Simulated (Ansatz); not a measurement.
# 17O nuclear quadrupole resonance in SiO2

Cell: a computed structure from the Materials Project (it need not be an observed phase), atoms as given.

Space group P6_522 (No. 179); a = 7.3006, c = 7.0051 Å, γ = 120.00°.

```
site  Wyckoff  site symmetry       x       y       z
  Si       6b            ..2  0.5339  0.7669  0.4167
  O7       6b            ..2  0.6123  0.3877  0.0833
  O8       6a            .2.  0.0000  0.6829  0.1667
```

One atom of each set is listed.

Method: Kohn–Sham DFT in Ansatz, r2SCAN, plane waves and PAW (field gradients read without the response of the frozen cores, which leaves them typically 4 to 6 % off), scalar-relativistic, 500 eV cutoff, Γ-centred 4×4×3 k-points, Fermi–Dirac smearing 0.02 eV.

17O: I = 5/2, Q = -25.58 mb (year-2017 value). Static lattice, zero field.

**Question.** At which frequencies do the 17O NQR lines lie?

**Answer.** For I = 5/2 and η = 0 the lines are 3|C_Q|/20 and twice that; η pulls their ratio below 2.

| site | atoms | V_zz (10²¹ V/m²) | C_Q (MHz) | η | line frequencies (MHz) |
| --- | --- | --- | --- | --- | --- |
| O7 | 6 | 10.44 | -6.46 | 0.01 | 0.969, 1.94 |
| O8 | 6 | 10.32 | -6.38 | 0.03 | 0.959, 1.91 |

At O7 and O8 V_zz points along the line of its two bonds (within 1°) in each case.
